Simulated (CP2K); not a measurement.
**Si3N4 and the effect of the choice of potentials or basis**

```cif
data_structure
_symmetry_space_group_name_H-M 'P 1'
_symmetry_Int_Tables_number 1
_cell_length_a 4.1308
_cell_length_b 4.1308
_cell_length_c 4.1308
_cell_angle_alpha 90.000
_cell_angle_beta 90.000
_cell_angle_gamma 90.000
_cell_volume 70.48
loop_
_atom_site_label
_atom_site_type_symbol
_atom_site_fract_x
_atom_site_fract_y
_atom_site_fract_z
_atom_site_occupancy
Si1 Si 0.00000 0.00000 0.50000 1
Si2 Si 0.50000 0.00000 0.00000 1
Si3 Si 0.00000 0.50000 0.00000 1
N1 N 0.23952 0.23952 0.76048 1
N2 N 0.76048 0.76048 0.76048 1
N3 N 0.23952 0.76048 0.23952 1
N4 N 0.76048 0.23952 0.23952 1
```

Measurements of this composition are mostly on another form, of space group No. 176.

Kept alike: task single point; functional PBE; k mesh 5 × 5 × 5; occupations fermi-dirac, width 0.05 eV; no spin polarisation. Program: CP2K. The mesh is that of the run's cell of 7 atoms. No spin-orbit coupling.

```csv
choice of potentials or basis,pressure (GPa)
"GTH_POTENTIALS Si GTH-PBE-q4, N GTH-PBE-q5; DZVP-MOLOPT-SR-GTH basis",-0.21
"GTH_POTENTIALS Si GTH-PBE-q4, N GTH-PBE-q5; TZVP-MOLOPT-GTH basis",-0.98
"POTENTIAL_UZH Si GTH-PBE-q4, N GTH-PBE-q5; DZVP-MOLOPT-PBE-GTH basis",-0.39
"POTENTIAL_UZH Si GTH-PBE-q4, N GTH-PBE-q5; TZV2P-MOLOPT-PBE-GTH basis",-1.53
"POTENTIAL_UZH Si GTH-PBE-q4, N GTH-PBE-q5; TZVP-MOLOPT-PBE-GTH basis",-0.57
"POTENTIAL_UZH Si GTH-PBE-q4, N GTH-PBE-q5; ccGRB-D basis",8.81
all electrons (GAPW); pob-DZVP-rev2 basis,5.25
all electrons (GAPW); pob-TZVP-rev2 basis,7.70
```

Pressure is positive in compression. Runs of this series that gave no sound value for these columns are left out.

Problem. What does the choice of potentials or basis change here?

Solution. The pressure runs from -1.53 (POTENTIAL_UZH Si GTH-PBE-q4, N GTH-PBE-q5; TZV2P-MOLOPT-PBE-GTH basis) to 8.81 GPa (POTENTIAL_UZH Si GTH-PBE-q4, N GTH-PBE-q5; ccGRB-D basis).
